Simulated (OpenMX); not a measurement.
## Ta in OpenMX: the effect of biaxial strain

The system is Ta.

```
Ta
1.0
     2.78436    0.00000    0.00000
    -1.39218    2.41132    0.00000
     0.00000    0.00000    5.16627
Ta
2
Cartesian
  0.0000 1.6075 1.2916
  1.3922 0.8038 3.8747
```

This isn't the form of Ta at room conditions, which is bcc.

Alike in all runs:

* Program: OpenMX 3.8.5
* Task: single point
* Functional: PBE
* Potentials or basis: OpenMX 2013 PBE set, Ta7.0-s3p2d2f1, grid cutoff 400 Ry
* k mesh: 9 × 9 × 5
* Occupations: fermi-dirac, width 0.05 eV
* Spin: no spin polarisation

```tsv
biaxial strain	pressure (GPa)
-4 %	17.3
-2 %	?
0 %	-1.3
2 %	-8.2
4 %	-14.1
```

Task: What does the run with biaxial strain -2 % give?

Result: Pressure 7.1 GPa.

Worked out: A parabola through the other rows of the pressure, of slope -4.62 GPa per % there, gives 7.3 GPa, against the run's 7.1.

Caveats: the basis of atomic orbitals isn't converged, which shifts pressures, moduli and gaps.
